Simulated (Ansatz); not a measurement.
Method: Ansatz, DFT PBE, scalar-relativistic, plane waves, PAW. All cells share a 420 eV cutoff and Γ-centred k meshes spaced at most about 0.3 Å⁻¹ (about 0.25 or finer for metals, 2π included). No spin polarisation.

Temperature and zero-point effects are left out.

Task: Order these relaxed structures of BP₂ by energy, lowest first, with the energy over the lowest of them.
1.

```
CELL_PARAMETERS angstrom
4.38194 0.00000 0.00000
0.00000 4.38194 0.00000
0.00000 0.00000 4.54974
ATOMIC_POSITIONS crystal
B 0.50000 0.00000 0.00000
B 0.00000 0.50000 0.50000
P 0.17613 0.17613 0.25000
P 0.82387 0.82387 0.25000
P 0.82387 0.17613 0.75000
P 0.17613 0.82387 0.75000
```

2.

```
CELL_PARAMETERS angstrom
4.18194 0.00000 0.00000
0.00000 4.18194 0.00000
0.00000 0.00000 2.24192
ATOMIC_POSITIONS crystal
B 0.50000 0.50000 0.00000
P 0.00000 0.50000 0.00000
P 0.50000 0.00000 0.00000
```

3.

```
CELL_PARAMETERS angstrom
3.26348 0.00000 0.00000
-1.63174 2.82626 0.00000
0.00000 0.00000 8.86925
ATOMIC_POSITIONS crystal
B 0.00000 0.00000 0.33698
B 0.66667 0.33333 0.04195
P 0.00000 0.00000 0.55974
P 0.66667 0.33333 0.26489
P 0.33333 0.66667 0.96937
P 0.66667 0.33333 0.69407
```

Result: 3 (0 meV/atom), 1 (498 meV/atom), 2 (848 meV/atom). Forms: cell 3 P3m1; cell 1 P4_222; cell 2 P4/mmm. Counting P atoms around B (those within 1.25 times the shortest such distance or 1.15 times the sum of covalent radii): cell 3 has B 4; cell 1 has B 4; cell 2 has B 4. Cell 3 holds P–P nets (shortest 2.23 Å); cell 1 holds P–P pairs (shortest 2.18 Å); cell 2 holds P–P chains (shortest 2.24 Å). All come from invented guesses.

Weakly bound directions are ill-defined at this level, which has no dispersion term (P3m1), and this can change margins and order among such cells. In P4/mmm an odd number of electrons in the primitive cell allows no gap without spin; a larger cell or a magnetic state could open one. Cells relaxed within their symmetry can be saddle points. Some candidate types were left out of the draw beforehand, so a known form may be missing.
